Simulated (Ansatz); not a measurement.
Crystal: Bi2Se3 (Paraguanajuatite).

```
Bi Se
1.0
     2.07150    1.19598    9.54533
    -2.07150    1.19598    9.54533
     0.00000   -2.39196    9.54533
Bi Se
2 3
Cartesian
  0.0000 0.0000 17.1587
  0.0000 0.0000 11.4773
  0.0000 0.0000 22.5738
  0.0000 0.0000 6.0622
  0.0000 0.0000 0.0000
```

```yaml
Program: Ansatz 0.2.0
Task: relaxation of cell and atoms
Functional: PBE
Potentials_or_basis: Ansatz PAW earlier set
Cutoff: "580 eV (not typed: the program's choice for these potentials)"
k_mesh: 8 × 8 × 8
Occupations: fermi-dirac, width 0.05 eV
Spin: no spin polarisation
```

At the start: volume 28.38 Å³/atom.

Problem. How do energy, volume and symmetry change on relaxing?

Solution. It ends after 11 steps and the volume is 31.73 Å³/atom (+11.8 %); space group R-3m (No. 166, to 0.05 Å).

The path:
```tsv
step	energy change (eV)	largest force (eV/Å)	volume (Å³)
1	0.0000	0.1618	141.89
2	-0.0295	0.3690	153.91
3	-0.0658	0.0382	151.41
4	-0.0719	0.0700	152.16
5	-0.0761	0.0265	153.58
6	-0.0782	0.0046	155.76
7	-0.0784	0.0014	156.46
8	-0.0801	0.0015	156.46
9	-0.0806	0.0046	157.75
10	-0.0807	0.0037	158.63
11	-0.0808	0.0037	158.63
```

Final structure:
```
Bi Se
1.0
     2.09525    1.20969   10.43074
    -2.09525    1.20969   10.43074
     0.00000   -2.41939   10.43074
Bi Se
2 3
Cartesian
  0.0000 0.0000 18.9113
  0.0000 0.0000 12.3809
  0.0000 0.0000 24.3747
  0.0000 0.0000 6.9175
  0.0000 0.0000 0.0000
```

Caveat: the plane-wave basis is chosen anew once the cell has moved, so the energies of steps on either side of that aren't comparable.
